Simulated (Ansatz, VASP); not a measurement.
# Ni: VASP beside Ansatz

INCAR

```
SYSTEM = Ni
PREC = Accurate
ENCUT = 520
EDIFF = 1E-7
ISMEAR = 0
SIGMA = 0.15
LREAL = .FALSE.
LASPH = .TRUE.
NELM = 150
ALGO = Normal
ISIF = 2
LWAVE = .FALSE.
LCHARG = .FALSE.
ISPIN = 2
MAGMOM = 0.75
LORBIT = 11
LMAXMIX = 4
GGA = PE
NBANDS = 15
```

The input KPOINTS:

```
Automatic mesh
0
G
  22 22 22
  0 0 0
```

Contents of POSCAR:

```
Ni
1.0
    0.0000000000      1.8030229902      1.6710944787
    1.8030229902      0.0000000000      1.6710944787
    1.8030229902      1.8030229902      0.0000000000
Ni
1
Direct
    0.0000000000      0.0000000000      0.0000000000
```

Input for Ansatz:

```yaml
crystal:
  lattice:
    - [0.0, 1.8030229902, 1.6710944787]
    - [1.8030229902, 0.0, 1.6710944787]
    - [1.8030229902, 1.8030229902, 0.0]
  atoms:
    - { symbol: Ni, position: [0.0, 0.0, 0.0], spin: 0.75 }
basis:
  ecutwfc: 520.0
kpoints:
  mp_grid: { grid: [22, 22, 22] }
hamiltonian:
  xc: pbe
scf:
  occupations: { method: gaussian, width: 0.15 }
output:
  forces: true
  stress: true
  eigenvalues: true
  populations: true
magnetization:
  spin_polarized: true
```

Change from the starting cell: strain +e along x and -e along y +0.0000, strain +e along z and -e/2 along x and y -0.0500.

Alike in both runs: task single point; functional PBE; k mesh 22 × 22 × 22; occupations gaussian, width 0.15 eV; collinear spin.

|  | VASP | Ansatz |
| --- | --- | --- |
| version | VASP 6.6.1 | Ansatz 0.2.0 |
| potentials or method | VASP PAW PBE potentials, release 64 (Ni) | scalar-relativistic, plane waves, PAW |
| plane-wave cutoff (eV) | 520 | 520 |
| valence electrons in the cell | 10 | 18 |

```tsv
	VASP	Ansatz	Ansatz less VASP
gap on the k mesh at the Fermi level (eV)	none	none	-
pressure (GPa)	0.8	0.9	+0.05
largest component of the traceless stress (GPa)	4.56	4.76	+0.202
net moment per atom (μB)	0.62	0.64	+0.013
size of the moment on the site where the two differ most (μB)	0.64	0.68	+0.040
```

Site moments also hang on the region over which each program counts them. A gap of «none» marks a metal or a gap that the smearing closes. The functional is the same, so the differences come from potentials, cutoffs and numerics. The two sets of potentials don't hold the same shells in valence.
